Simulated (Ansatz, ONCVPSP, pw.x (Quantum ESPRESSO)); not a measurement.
From atom to crystal: ONCV potential for osmium

osmium (Os), optimised norm-conserving Vanderbilt (ONCV), made with ONCVPSP 4.0.1.1 (patched build) (PBE, scalar-relativistic). Core [Kr] 4d10 4f14 5s2, reference 5p6 5d6 6s2. Waves: 6s: rc 2.35 bohr, ncon 4, nbas 8, qcut 2.3 1/bohr, 3 projectors, debl 3.3 Ha; 5p: rc 1.45 bohr, ncon 4, nbas 8, qcut 7.8 1/bohr, 2 projectors, debl 3.8 Ha; 5d: rc 1.45 bohr, ncon 4, nbas 9, qcut 9.3 1/bohr, local. Local part: the d channel. Core correction: Teter function, fcfact 5.75, rcfact 1.3.

Atomic tests: cutoffs needed: 25 Ha and 32 Ha (the cutoffs (Ha) at which the residual kinetic energy of the hardest occupied pseudo-wave falls to 1 and 0.1 mHa per electron); ghost test: no bound ghost flagged; GHOST(+) flagged for s at 139.2 eV; largest excitation error: -35 meV (all-electron minus pseudo) for 5p6 5d6 6s0, out of 4 test configurations.

Crystal test: bcc Os in pw.x 7.5, no spin, 15³ k-points, Fermi–Dirac smearing 0.01 Ry, cutoffs 75/300 Ry. The reference is all-electron LAPW (Ansatz 0.2.0) with the same functional, mesh and smearing; V0 and B0 come from Birch–Murnaghan fits to the pressures at five volumes. Errors are pseudo minus all-electron; Δ is the rms difference of the E(V) curves that follow from these fits, minima aligned, over ±6 % about the mean V0. Mesh and smearing are coarse, so the numbers serve the comparison and aren't converged zero-temperature values; the lattice is a test structure that the element need not adopt.

All-electron: a0 = 3.093 Å (V0 = 14.79 Å³/atom), B0 = 347.4 GPa.

**Question.** How far does the potential miss the all-electron equation of state?

**Answer.** mean pressure error (GPa): -2.85; a0 (Å): 3.084; a0 error (%): -0.27; B0 error (%): +0.9; Δ (meV/atom): 9.2.

| V (Å³/atom) | P all-electron (GPa) | P pseudo (GPa) |
| --- | --- | --- |
| 14.054 | 20.14 | 16.73 |
| 14.424 | 9.33 | 6.25 |
| 14.794 | -0.02 | -2.82 |
| 15.164 | -8.10 | -10.68 |
| 15.534 | -15.08 | -17.44 |

**Question.** At the middle volume, how do free energy and pressure move when the wave cutoff is lowered (ecutrho kept at four times it)?

**Answer.**

```csv
cutoff (Ry),shift of F (meV/atom),shift of P (GPa)
34,+2065.0,-47.23
45,+520.6,-25.83
60,+25.4,-2.38
```

The run at the middle volume (120 k-points, 7 iterations) took about 37 s on one core of a shared host (Neoverse-N1, 64 threads, 124 GiB, load 50).
